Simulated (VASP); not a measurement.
Runs of VASP 6.6.1 on CuO (Tenorite). Symmetry: Cc, No. 9, monoclinic system. The conventional cell has a = 4.689 Å, b = 3.427 Å, c = 5.132 Å, α = 90.00°, β = 99.65°, γ = 90.00°. Around Cu (site symmetry 1) lie 4 O at 1.91 to 2.02 Å. Around O (site symmetry 1) lie 4 Cu at 1.91 to 2.02 Å. 

```tsv
task	potentials or basis	cell	cutoff (eV)	gap on the mesh (eV)	pressure (GPa)	relaxed volume (Å³/atom)	largest force (eV/Å)
relaxation of cell and atoms	VASP PAW PBE potentials, release 64 (Cu_pv, O)	relaxed	600	none	0.0	(a)	-
relaxation of cell and atoms	VASP PAW PBE potentials, release 64 (Cu, O)	relaxed	580	none	0.0	11.18	-
relaxation of cell and atoms	VASP PAW PBE potentials, release 64 (Cu_GW, O_GW)	relaxed	630	none	-0.1	(b)	0.01
band structure	VASP PAW PBE potentials, release 64 (Cu_GW, O_GW)	as given	550	-	4.6	-	0.76
```

Alike in all rows: level PBE; no spin polarisation; k mesh 10 × 10 × 5; smearing fermi-dirac 0.05 eV.

Problem. Estimate the missing entries.

Solution. (a) 11.12; (b) 11.13.

Caveats: the run has no spin polarisation, though such a crystal can be magnetic; semilocal functionals often make such compounds metallic where correlation or magnetic order opens a gap, which also shifts bond lengths; the volume moved by +10 % from the deposited cell, more than functionals usually miss (some runs).

A gap of «none» marks a metal or a gap under the smearing width.

The runs don't all hold the same shells in valence.
